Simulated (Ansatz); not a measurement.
**Ge: single point with BLYP**

The system is Ge.

```xyz
2
Lattice="1.4881 -2.5947 0.0000 1.4881 2.5947 0.0000 0.0000 0.0000 4.7276" Properties=species:S:1:pos:R:3 pbc="T T T"
Ge    1.4881    0.8643    1.1819
Ge    1.4881   -0.8643    3.5457
```

This isn't the form of Ge at room conditions, which is diamond.

```
Program             : Ansatz 0.2.0
Task                : single point
Functional          : BLYP
Potentials or basis : all-electron LAPW, scalar-relativistic
Cutoff              : 200 eV (chosen from the basis error)
Basis error allowed : 0.001 eV/atom
k mesh              : 10 × 10 × 6
Occupations         : fermi-dirac, width 0.05 eV
Spin                : collinear spin, ferrimagnetic start
Starting moments    : [0.5, -0.25] μB
```

```yaml
Pressure: 11.3 GPa
Band_gap_on_the_k_mesh: none (metal or under the smearing width)
Net_moment: 0.00 μB per cell
Absolute_moment: 0.00 μB per cell
```

Stress tensor (GPa, compression positive):
```
10.40  0.00  0.00
 0.00 10.48  0.00
 0.00  0.00 13.11
```

Levels at points of the mesh, in eV from the Fermi level:
Spin up:
| k point | band 20 | band 21 | band 22 | band 23 | band 24 | band 25 |
| --- | --- | --- | --- | --- | --- | --- |
| (0.00, 0.00, 0.00) | -7.63 | -5.41 | 6.40 | 6.51 | 8.48 | 8.59 |
| (0.00, 0.00, -0.50) | -11.71 | 1.83 | 1.83 | 7.51 | 7.51 | 7.62 |
| (0.00, -0.50, 0.00) | -7.13 | -2.41 | -1.30 | -0.86 | 1.58 | 2.36 |
| (0.00, -0.50, -0.50) | -7.15 | -4.82 | -4.82 | 4.00 | 4.00 | 4.91 |
| (-0.50, -0.50, 0.00) | -7.17 | -2.44 | -1.32 | -0.92 | 1.55 | 2.51 |
| (-0.50, -0.50, -0.50) | -7.22 | -4.85 | -4.85 | 4.15 | 4.15 | 4.93 |
Spin down:
| k point | band 18 | band 19 | band 20 | band 21 | band 22 | band 23 | band 24 | band 25 | band 26 | band 27 |
| --- | --- | --- | --- | --- | --- | --- | --- | --- | --- | --- |
| (0.00, 0.00, 0.00) | -24.67 | -13.37 | -7.63 | -5.41 | 6.40 | 6.51 | 8.48 | 8.59 | 9.80 | 11.54 |
| (0.00, 0.00, -0.50) | -24.69 | -11.71 | -11.71 | 1.83 | 1.83 | 7.51 | 7.51 | 7.62 | 7.62 | 12.84 |
| (0.00, -0.50, 0.00) | -24.66 | -8.54 | -7.13 | -2.41 | -1.30 | -0.86 | 1.58 | 2.36 | 6.71 | 6.98 |
| (0.00, -0.50, -0.50) | -24.66 | -7.15 | -7.15 | -4.82 | -4.82 | 4.00 | 4.00 | 4.91 | 4.91 | 8.94 |
| (-0.50, -0.50, 0.00) | -24.66 | -8.62 | -7.17 | -2.44 | -1.32 | -0.92 | 1.55 | 2.51 | 6.84 | 7.13 |
| (-0.50, -0.50, -0.50) | -24.66 | -7.22 | -7.22 | -4.85 | -4.85 | 4.15 | 4.15 | 4.93 | 4.93 | 9.02 |

Wall time 110 s on 1 thread of Intel(R) Xeon(R) Processor @ 2.70GHz, on a shared host, peak memory 0.58 GiB.

Caveat: the starting moments weren't kept.
